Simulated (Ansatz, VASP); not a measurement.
MgI2: VASP beside Ansatz

```
Mg I
1.0
     4.20720    0.00000   -0.30860
    -2.10360    3.64354    0.15430
    -0.57299    0.00000    7.91562
Mg I
1 2
Direct
  0.00000 0.00000 0.00000
  0.27583 0.66698 0.78755
  0.72417 0.33302 0.21245
```

Change from the starting cell: engineering shear strain xz -0.1467, normal strain along z +0.0133.

Alike in both runs: functional PBE; k mesh 6 × 6 × 4; occupations gaussian, width 0.05 eV; no spin polarisation.

Ansatz relaxed the structure, and its values are those at the end. VASP's run is a single point on that final structure, the one shown.

|  | VASP | Ansatz |
| --- | --- | --- |
| version | VASP 6.6.1 | Ansatz 0.2.0 |
| potentials or method | VASP PAW PBE potentials, release 64 (Mg, I) | scalar-relativistic, plane waves, PAW |
| plane-wave cutoff (eV) | 520 | 520 |
| valence electrons in the cell | 16 | 44 |

```tsv
	VASP	Ansatz	Ansatz less VASP
gap on the k mesh at the Fermi level (eV)	3.54	3.55	+0.017
least direct gap on the mesh (eV)	3.71	3.72	+0.014
pressure (GPa)	0.0	0.0	+0.05
rms of the force components (eV/Å)	0.001	0.004	+0.0030
```

The two sets of potentials don't hold the same shells in valence. Ansatz warned: «stress_scf_threshold_loose».

Caveats: spin-orbit coupling is left out, which moves the levels of the heavy elements. A k mesh can miss the band edges.
